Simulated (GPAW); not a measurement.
## TiAl in GPAW: convergence with plane-wave cutoff (eV)

Crystal: TiAl.

```
CELL_PARAMETERS angstrom
2.86726 0.00000 0.00000
-1.43363 2.48312 0.00000
0.00000 0.00000 4.67808
ATOMIC_POSITIONS crystal
Ti 0.00000 0.00000 0.00000
Al 0.33333 0.66667 0.50000
```

The cell comes from a database or a generator and needn't be the stable form of this composition.

```yaml
Program: GPAW 26.7.0
Task: convergence study
Functional: PBE
Potentials_or_basis: GPAW PAW data sets (gpaw-data 1.2.1)
Cutoff: 200 eV
Basis: pw
k_mesh: 8 × 8 × 5
Occupations: fermi-dirac, width 0.05 eV
Spin: no spin polarisation
```

These are the settings of the first run; the series varies plane-wave cutoff (eV), with any setting tied to it.

Hardware: 1 thread of Arm Neoverse V2, on a shared host.

| plane-wave cutoff (eV) | energy less the tightest run, at zero smearing (meV/atom) | pressure (GPa) | SCF cycles | CPU time (s) | peak memory (GiB) |
| --- | --- | --- | --- | --- | --- |
| 200 | 426.53 | -14.97 | 10 | 3.4 | 0.12 |
| 250 | 213.82 | -0.63 | 10 | 4.2 | 0.12 |
| 300 | 158.43 | -2.03 | 10 | 4.9 | 0.12 |
| 350 | 89.97 | -1.84 | 10 | 6.4 | 0.13 |
| 400 | 49.76 | -0.46 | 10 | 6.7 | 0.13 |
| 500 | 31.72 | 0.46 | 10 | 7.8 | 0.14 |
| 600 | 21.09 | 0.20 | 10 | 12 | 0.14 |
| 800 | 3.07 | 0.49 | 10 | 13 | 0.16 |
| 1000 | 0.00 | 0.67 | 10 | 22 | 0.17 |

Not settled before the last step: the energy (to 1 meV/atom), the pressure (to 0.1 GPa). The tightest run that finished is the yardstick and may itself not be fully converged.
